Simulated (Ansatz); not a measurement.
# TaN: frozen-core PAW against all-electron methods

```yaml
crystal:
  lattice:
    - [0.00000, 2.17900, 2.11363]
    - [2.17900, 0.00000, 2.11363]
    - [2.17900, 2.17900, 0.00000]
  atoms:
    - { symbol: Ta, position: [0.50000, 0.50000, 0.50000] }
    - { symbol: N, position: [0.00000, 0.00000, 0.00000] }
```

Atom numbers follow the list: Ta1, N2.

The geometry is COD entry 2310957, unchecked; take it as a test cell. The listed cell was then made from it by scaling, straining or moving an atom.

No spin–orbit coupling, which matters for the heavy atoms here.

Levels of theory: DFT, PBE, PAW with Ansatz's default frozen-core files, scalar-relativistic (Ansatz 0.2.0); DFT, PBE, all-electron PAW with datasets made for the crystal, scalar-relativistic (Ansatz 0.2.0); DFT, PBE, all-electron LAPW, scalar-relativistic (Ansatz 0.2.0).

For PAW: a Γ-centred 9×9×9 k mesh, Fermi–Dirac smearing of 0.02 eV, cutoff 420 eV, no spin polarisation; the mesh is coarse along some axis. The crystal-made all-electron datasets (AE datasets) take a cutoff of 500 eV at this cell. LAPW targets a basis error of 0.5 meV/atom. The Ansatz runs share mesh, smearing and spin set-up. Plane-wave (PAW) pressures include the program's estimate of the Pulay term.

Stress and pressure are positive in compression.

No spin–orbit coupling: at heavy atoms the gradients can be off by tens of per cent for that reason.

In a metal, gradients converge slowly with the k mesh: the values move by tens of per cent from one mesh to another, at times in sign, so only the comparison on one mesh counts.

```
                             quantity    PAW  AE datasets   LAPW
                       pressure (GPa)  28.12        28.05  28.05
                      stress xx (GPa)  19.45        19.45  19.45
                      stress zz (GPa)  45.46        45.25  45.25
field gradient Vzz at Ta1 (10²¹ V/m²)      ?            ?      –
 field gradient Vzz at N2 (10²¹ V/m²)  -1.21        -1.20      –
```

Task: What belongs in the row "field gradient Vzz at Ta1 (10²¹ V/m²)", column "AE datasets"?

Result: -15.86.

Task: What belongs in the row "field gradient Vzz at Ta1 (10²¹ V/m²)", column "PAW"?

Result: -16.88.
